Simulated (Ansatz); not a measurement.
## MgB₂: from a trial structure to a relaxed crystal

Theory: DFT PBE, scalar-relativistic, plane waves, PAW (Ansatz). Cutoff 420 eV, Γ-centred k mesh, Gaussian smearing, no spin polarisation in the final step.

This is the end of a relaxation of cell and atoms.

```xyz
6
Lattice="3.3108 0.0000 0.0000 0.0000 3.3108 0.0000 0.0000 0.0000 7.0811" Properties=species:S:1:pos:R:3 pbc="T T T"
Mg    0.0000    1.6554    2.2672
Mg    1.6554    0.0000    4.8139
B     1.6554    0.8403    0.6954
B     1.6554    2.4705    0.6954
B     0.8403    1.6554    6.3857
B     2.4705    1.6554    6.3857
```

Energies over the elements count from the elements' standard structures at the same level, with no empirical corrections.

What space group does it have?

P-4m2 (No. 115). Conventional cell: a = 3.311 Å, c = 7.081 Å. Mg is coordinated by 4 B at 2.42 Å; B is coordinated by 2 B at 1.63–1.68 Å and 2 B at 1.81 Å.

What is its formation energy per atom?

0.30 eV/atom.

Is it a metal?

Yes, bands cross the Fermi level on the 12×12×6 mesh.

The final run used a 12×12×6 mesh on its 6-atom cell and 0.10 eV smearing. For metals, differences of a few meV/atom aren't resolved. The cell came from a trial start, so MgB₂ may not exist in this structure.

Cost: 3 runs of about 3.6 core-minutes in all, on Arm Neoverse V1 (shared hosts).